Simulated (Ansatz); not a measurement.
## Ge in Ansatz: the effect of target pressure

Crystal: Ge.

```
Ge
1.0
     0.00000    2.88574    5.11566
     2.63050    0.00000    5.11566
     2.63050    2.88574    0.00000
Ge
4
Direct
  0.72649 0.27351 0.72649
  0.27351 0.72649 0.27351
  0.21813 0.21813 0.78187
  0.78187 0.78187 0.21813
```

This isn't the form of Ge at room conditions, which is diamond.

Alike in all runs:

- Program: Ansatz 0.2.0
- Task: relaxation of cell and atoms
- Functional: PBEsol
- Potentials or basis: Ansatz PAW
- Cutoff: 420 eV (not typed: the program's choice for these potentials)
- k mesh: 7 × 7 × 7
- Occupations: fermi-dirac, width 0.05 eV
- Spin: no spin polarisation

Each run relaxes the cell or the atoms first.

| target pressure | relaxed volume (Å³/atom) |
| --- | --- |
| 0 GPa | 18.38 |
| 2 GPa | 17.93 |
| 5 GPa | ? |
| 10 GPa | 16.58 |
| 20 GPa | 15.45 |
| 30 GPa | 14.63 |

**Question.** What does the run with target pressure 5 GPa give?

**Answer.** Relaxed volume 17.36 Å³/atom.

Worked out: In Murnaghan's law V^(-B') rises as a straight line in P. The other rows fit best with B' = 4.3, V0 = 18.38 Å³/atom and B0 = 77 GPa, which gives 17.36 Å³/atom at 5 GPa, against the run's 17.36.

Caveats: the plane-wave basis is chosen anew once the cell has moved, so the energies of steps on either side of that aren't comparable; the PAW data sets come from PBE, with cores solved anew for the run's functional, which leaves a small shift of forces and pressure; the volume moved by over 15 % at a fixed basis, so the end points are rough (some runs).
